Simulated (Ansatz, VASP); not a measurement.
# PtSe2 in VASP and in Ansatz

```xyz
3
Lattice="3.7691 0.0000 0.0000 -1.8845 3.2641 0.0000 0.0000 0.0000 4.8339" Properties=species:S:1:pos:R:3 pbc="T T T"
Pt    0.0000    0.0000    0.0000
Se    1.8845    1.0880    3.5516
Se    0.0000    2.1761    1.2823
```

Alike in both runs: functional PBE; dispersion D3(BJ); k mesh 9 × 9 × 6; occupations gaussian, width 0.02 eV; no spin polarisation.

Ansatz relaxed the structure, and its values are those at the end. VASP's run is a single point on that final structure, the one shown.

|  | VASP | Ansatz |
| --- | --- | --- |
| version | VASP 6.6.1 | Ansatz 0.2.0 |
| potentials or method | VASP PAW PBE potentials, release 64 (Pt, Se) | scalar-relativistic, plane waves, PAW |
| plane-wave cutoff (eV) | 520 | 420 |
| valence electrons in the cell | 22 | 50 |

VASP gave:

| Item | Value |
| --- | --- |
| gap on the k mesh at the Fermi level (eV) | none |
| pressure (GPa) | 0.0 |
| rms of the force components (eV/Å) | 0.005 |

**Question.** What did Ansatz give for the same quantities?

**Answer.** gap on the k mesh at the Fermi level (eV): none; pressure (GPa): 0.0; rms of the force components (eV/Å): 0.001.

A gap of «none» marks a metal or a gap that the smearing closes. The two sets of potentials don't hold the same shells in valence. Ansatz warned: «structure_snapped_to_symmetry».

Caveats: pairwise dispersion overbinds metals, which lowers pressure and volume. Spin-orbit coupling is left out, which matters for the levels of Pt.
